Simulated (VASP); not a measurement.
Runs of VASP 6.6.1 on H. Symmetry: I4/mmm, No. 139, tetragonal system. Conventional cell: a = 3.383 Å, b = 3.383 Å, c = 4.117 Å, α = 90.00°, β = 90.00°, γ = 90.00°. H (site symmetry 4mm) has 1 H at 0.74 Å as nearest neighbours. 

| task | level | potentials or basis | spin | cell | k mesh | cutoff (eV) | smearing | grid for exact exchange (PRECFOCK) | exchange at q = 0 | atoms held fixed (from 0) | other keys | mesh quality | gap on the mesh (eV) | pressure (GPa) | moment (μB) | largest force (eV/Å) |
| --- | --- | --- | --- | --- | --- | --- | --- | --- | --- | --- | --- | --- | --- | --- | --- | --- |
| single point | HSEsol | VASP PAW PBE potentials, release 64 (H) | off | atoms moved at random, drawn with an rms of 0.1 Å | 6 × 6 × 6 | 500 | tetrahedron | Fast | - | - | - | coarse | 9.90 | -1.0 | - | 0.49 |
| single point | LDA | VASP PAW LDA potentials, release 54 (H) | off | as given | 11 × 11 × 11 | 520 | gaussian 0.02 eV | - | - | - | - | not flagged | (a) | 0.7 | - | 0.97 |
| relaxation of the atoms | B3LYP+D3(BJ) | VASP PAW PBE potentials, release 64 (H) | off | atoms relaxed from: atoms moved at random, drawn with an rms of 0.1 Å | 6 × 6 × 6 | 520 | gaussian 0.01 eV | Fast | truncated | [0] | IBRION = 1; POTIM = 0.2; LREAL = Auto | coarse | 10.64 | -0.2 | - | - |
| optical spectrum | PBEsol+rVV10 | VASP PAW PBE potentials, release 64 (H_GW) | non-collinear, antiferromagnetic start | as given | 8 × 8 × 8 | 600 | fermi-dirac 0.02 eV | - | - | - | PREC = Normal | not flagged | 8.71 | 0.8 | 0.00 | 0.64 |
| band structure | rev-vdW-DF2 | VASP PAW PBE potentials, release 64 (H) | non-collinear, zero start | as given | 8 × 8 × 8 | 520 | fermi-dirac 0.02 eV | - | - | - | - | not flagged | (b) | - | 0.00 | - |

Estimate the missing entries.

(a) 8.42; (b) 8.87.

Caveats: some runs use coarse meshes; the PAW data sets were made with another functional, which shifts forces and pressure a little (some runs); an odd mesh through Γ misses points on the zone boundary, where band edges often lie (some runs); spectra need much finer meshes, so this one isn't converged (some runs); independent-particle spectra lack excitons (some runs).

Runs at the PBE level aren't shown here.
